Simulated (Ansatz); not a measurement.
This LiF structure is the end of a relaxation. The cell was relaxed from a distorted copy of a database structure.

Level of theory: DFT PBE, scalar-relativistic, plane waves, PAW (Ansatz 0.2.0). Cutoff 420 eV, Γ-centred mesh, Gaussian smearing, no spin polarisation.

```cif
data_structure
_symmetry_space_group_name_H-M 'P 1'
_symmetry_Int_Tables_number 1
_cell_length_a 2.8760
_cell_length_b 2.8760
_cell_length_c 2.8760
_cell_angle_alpha 60.000
_cell_angle_beta 60.000
_cell_angle_gamma 60.000
_cell_volume 16.82
loop_
_atom_site_label
_atom_site_type_symbol
_atom_site_fract_x
_atom_site_fract_y
_atom_site_fract_z
_atom_site_occupancy
Li1 Li 0.00000 0.00000 0.00000 1
F1 F 0.50000 0.50000 0.50000 1
```

The zero of energy is the elements' standard structures at the same level (F₂ as a molecule); no fitted shifts are applied.

**Question.** What space group does it have?

**Answer.** Fm-3m (No. 225), the rock salt type. Conventional cell: a = 4.067 Å. Li is surrounded by 6 F at 2.03 Å; F is surrounded by 6 Li at 2.03 Å.

**Question.** What is its formation energy per atom?

**Answer.** −2.945 eV/atom. A negative formation energy is needed for stability but isn't enough: competing phases decide.

**Question.** Is it a metal?

**Answer.** No, the gap on the 10×10×10 mesh is 8.83 eV.

The last run used a 10×10×10 mesh for its 2-atom cell and Gaussian smearing of 0.02 eV. Kohn–Sham gaps at this level usually fall short of measured ones. A later test with randomly moved atoms came back to the same energy, though modes that don't fit the test's cell weren't probed.
